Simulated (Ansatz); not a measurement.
Given:

```
CELL_PARAMETERS angstrom
      3.50784     0.00000     0.00000
     -1.75392     3.03788     0.00000
      0.00000     0.00000     5.65963
ATOMIC_POSITIONS crystal
  In 0.66667 0.33333 0.50221
  In 0.33333 0.66667 0.00221
  N  0.66667 0.33333 0.12299
  N  0.33333 0.66667 0.62299
```

No spin polarisation.

A single point on InN with a change (pressure 9 GPa), its geometry relaxed with PBE.

Calculations: plane-wave PAW DFT at the r2SCAN level (Ansatz, a program for electronic structure, 500 eV), no spin-orbit coupling, earlier PAW set. Γ-centred 11×11×6 mesh, Fermi–Dirac width 0.05 eV.

Q: Predict the pressure and band gap.

A: The pressure is 5.1 GPa and the band gap is 0.15 eV.

Single points use the geometry relaxed with PBE. Load acts through the strain it causes; cell and atoms are relaxed under it. Whether these cells are dynamically stable was not tested. Tetrahedral semiconductors of this kind turn to denser phases somewhere between about 1 and 50 GPa; those were not computed, so compressed cells here can lie past the real transition. The cell was made from InN in the wurtzite structure (space group P6_3mc, No. 186) by this change: pressure 9 GPa. A zero or small gap of InN can be the functional's error rather than a property of the material.
